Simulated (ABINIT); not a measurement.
An input for ABINIT 10.8.3 (BAs (F-43m)):

```
acell 3*1.0 Angstrom
rprim 
  -0.000000000000 2.388500000000 2.388500000000
  2.388500000000 -0.000000000000 2.388500000000
  2.388500000000 2.388500000000 -0.000000000000
ntypat 2
znucl 5 33
natom 2
typat 1 2
xred 
  0.000000000000 0.000000000000 0.000000000000
  0.250000000000 0.250000000000 0.250000000000
pp_dirpath "pseudos"
pseudos "B.upf, As.upf"
ecut 38
ngkpt 6 6 6
nshiftk 1
shiftk 0 0 0
kptopt 1
chksymbreak 0
istwfk *1
occopt 1
irdwfk 1
optdriver 4
nband 239
gwcalctyp 0
ecutsigx 38
symsigma 1
nkptgw 2
kptgw 
  0.0000000000 0.0000000000 0.0000000000
  0.3333333333 0.3333333333 0.0000000000
bdgw 
  7 12
  8 11
ecuteps 11.2
irdscr 1
ppmodel 4
indata_prefix "in"
outdata_prefix "out"
tmpdata_prefix "tmp"
```

```sh
OMP_NUM_THREADS=1 mpirun -n 4 abinit run.abi > log
```

Question: How long will it take on 4 MPI ranks of Arm Neoverse V1, shared host, and how much memory?

It took 29 s; on shared hardware allow 15 s to 58 s. Peak host memory was 1.8 GiB.

[Paths, hosts, dates, memory and timing lines, banners, echoed tables and standing remarks are left out of the program output.]

[Logs are printed without paths, hosts, clocks, repeated set-up lines and the standing remarks that a program may print on its own settings, such as how far it seeks lower states.]

[Runs of the session that timed out or met a known fault of the program may be left out.]

[Hosts, paths, dates, database ids (printed as entryN), source tags and the programs' standing remarks are cut or masked in the printed files.]

[G0W0 gaps are taken among the corrected bands and points alone; a level outside them can change the order at an edge.]

[Where Ansatz stands beside ABINIT at settings called matched, ABINIT's density can come from a denser mesh and the files from another edition; pairs whose starting gaps differed by over 0.03 eV were left out, so agreement reads better than it is.]
